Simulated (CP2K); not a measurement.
Crystal: ZnSe (Stilleite).

```
Se Zn
1.0
     4.00760    0.00000    0.00000
     2.00380    3.47068    0.00000
     2.00380    1.15689    3.27219
Se Zn
1 1
Direct
  0.75000 0.75000 0.75000
  0.00000 0.00000 0.00000
```

Base run:

| Quantity | Value |
| --- | --- |
| Program | CP2K 2026.2 |
| Functional | PBE |
| Potentials or basis | POTENTIAL_UZH Se GTH-SCAN-q6, Zn GTH-SCAN-q12; DZVP-MOLOPT-SR-GTH basis |
| Density cutoff | 6123 eV |
| k mesh | 8 × 8 × 8 |
| Occupations | fermi-dirac, width 0.05 eV |
| Spin | no spin polarisation |

Its results: band gap on the k mesh 1.51 eV, direct; pressure 2.7 GPa.

Problem. After a change of settings the same cell gave: band gap on the k mesh 1.22 eV, direct; pressure 2.3 GPa. Which change was it?
A. potentials or basis from POTENTIAL_UZH Se GTH-SCAN-q6, Zn GTH-SCAN-q12; DZVP-MOLOPT-SR-GTH basis to GTH_POTENTIALS Se GTH-PADE-q6, Zn GTH-PADE-q12; DZVP-MOLOPT-SR-GTH basis; potentials from Se GTH-SCAN-q6 of POTENTIAL_UZH, Zn GTH-SCAN-q12 of POTENTIAL_UZH to Se GTH-PADE-q6 of GTH_POTENTIALS, Zn GTH-PADE-q12 of GTH_POTENTIALS
B. potentials or basis from POTENTIAL_UZH Se GTH-SCAN-q6, Zn GTH-SCAN-q12; DZVP-MOLOPT-SR-GTH basis to GTH_POTENTIALS Se GTH-BLYP-q6, Zn GTH-BLYP-q12; DZVP-MOLOPT-SR-GTH basis; potentials from Se GTH-SCAN-q6 of POTENTIAL_UZH, Zn GTH-SCAN-q12 of POTENTIAL_UZH to Se GTH-BLYP-q6 of GTH_POTENTIALS, Zn GTH-BLYP-q12 of GTH_POTENTIALS
C. potentials or basis from POTENTIAL_UZH Se GTH-SCAN-q6, Zn GTH-SCAN-q12; DZVP-MOLOPT-SR-GTH basis to POTENTIAL_UZH Se GTH-PBE0-q6, Zn GTH-PBE0-q12; DZVP-MOLOPT-SR-GTH basis; potentials from Se GTH-SCAN-q6 of POTENTIAL_UZH, Zn GTH-SCAN-q12 of POTENTIAL_UZH to Se GTH-PBE0-q6 of POTENTIAL_UZH, Zn GTH-PBE0-q12 of POTENTIAL_UZH

Solution. B.

Caveats: the potentials were made for another functional, which shifts forces and pressure; the basis of atomic orbitals isn't converged, which shifts pressures, moduli and gaps.
